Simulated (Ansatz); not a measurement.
# LiF (Griceite) under changes of volume

One of the cells (8.169 Å³/atom); the others are scaled copies at fixed shape and fractional positions:

```
F Li
1.0
     0.00000    2.01400    2.01400
     2.01400    0.00000    2.01400
     2.01400    2.01400    0.00000
F Li
1 1
Direct
  0.50000 0.50000 0.50000
  0.00000 0.00000 0.00000
```

```yaml
Program: Ansatz 0.2.0
Functional: PBE0
Potentials_or_basis: Ansatz PAW
Cutoff: "420 eV (not typed: the program's choice for these potentials)"
k_mesh: 8 × 8 × 8
Occupations: fermi-dirac, width 0.05 eV
Spin: no spin polarisation
```

```tsv
volume (Å³/atom)	energy over the lowest point (meV/atom)	pressure (GPa)	gap on the mesh (eV)
7.679	?	?	?
7.842	1.31	2.1	12.56
8.006	0.00	0.5	12.35
8.169	0.37	-1.0	12.16
8.333	2.06	-2.3	11.97
8.496	5.07	-3.5	11.79
8.659	9.22	-4.6	11.62
```

Question: What does the run at 7.679 Å³/atom give?

Answer: Energy over the lowest point 4.33 meV/atom; pressure 3.9 GPa; gap on the mesh 12.77 eV.

Worked out: A Birch-Murnaghan fit of order 3 (a polynomial in V^(-2/3)) to the other rows has its minimum at 8.05 Å³/atom with B0 = V·E''(V) = 74 GPa and B' = 4.3. It gives 4.33 meV/atom at 7.679 Å³/atom, against the run's 4.33, and -dE/dV = 3.9 GPa, against 3.9. A straight line through the other rows of the gap, of slope -9.47 eV per unit of ln V (its deformation potential), extrapolates to 12.75 eV, against the run's 12.77.

Energies are extrapolated to zero smearing.

Caveats: the PAW data sets come from PBE, with cores solved anew for the run's functional, which leaves a small shift of forces and pressure; the thresholds are loose for stress.

A mesh can miss the band edges.
